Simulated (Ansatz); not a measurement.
## O-17 nuclear quadrupole resonance in SiO₂

Cell: a computed structure from the Materials Project (it need not be an observed phase), atoms as given.

```xyz
24
Lattice="-6.4790 6.4790 2.5680 6.4790 -6.4790 2.5680 6.4790 6.4790 -2.5680" Properties=species:S:1:pos:R:3 pbc="T T T"
Si    2.5892    2.5892    3.7437
Si   -2.5892    2.5892    1.3923
Si    2.0006    0.0000    2.5680
Si    3.8899    3.8899    1.1757
Si    6.4790    4.4784    0.0000
Si    0.0000    2.0006    2.5680
Si    4.4784    6.4790    0.0000
Si    2.5892   -2.5892    1.3923
O     5.4497    5.4497   -0.8587
O     7.4533    3.5953   -0.9732
O     3.0310    3.0310    0.0948
O     1.0293    1.0293    1.7093
O     3.4480   -3.4480    2.4732
O     2.8837   -0.9742    1.5948
O    -0.9742    2.8837    1.5948
O     3.4480    3.4480    2.6627
O     5.5048    3.5953    0.9732
O     0.9742    2.8837    3.5412
O     1.0293   -1.0293    3.4266
O    -1.0293    1.0293    3.4266
O    -3.4480    3.4480    2.4732
O     2.8837    0.9742    3.5412
O     3.5953    5.5048    0.9732
O     3.5953    7.4533   -0.9732
```

Atom numbers follow the list; atoms alike are taken as one site, whose name carries the number of the first.

All values are calculated (Ansatz; DFT, PBE, plane waves and PAW, scalar-relativistic, 420 eV cutoff, Γ-centred 4×4×4 k-points, Fermi–Dirac smearing 0.02 eV), not measured.

O-17: I = 5/2, Q = -25.58 mb (year-2017 value). Static lattice, zero field.

Task: Predict the zero-field O-17 lines of each site.

Result: For I = 5/2 and η = 0 the lines are 3|C_Q|/20 and twice that; η pulls their ratio below 2. At large η the states mix, and weaker lines appear at sums of the main ones; lines under 5 % of the strongest are left out.

```json
{"site": "O9", "atoms": "9, 12, 19, 20", "V_zz (10²¹ V/m²)": "8.17", "C_Q (MHz)": "-5.05", "η": "0.71", "line frequencies (MHz)": "1.09, 1.40, 2.49"}
{"site": "O10", "atoms": "10, 14, 15, 17, 18, 22, …", "V_zz (10²¹ V/m²)": "8.86", "C_Q (MHz)": "-5.48", "η": "0.30", "line frequencies (MHz)": "0.900, 1.61"}
{"site": "O11", "atoms": "11, 13, 16, 21", "V_zz (10²¹ V/m²)": "10.34", "C_Q (MHz)": "-6.40", "η": "0.05", "line frequencies (MHz)": "0.962, 1.92"}
```

At O9, O10 and O11 V_zz runs parallel to the line that joins its two neighbours (within 3°) in each case.
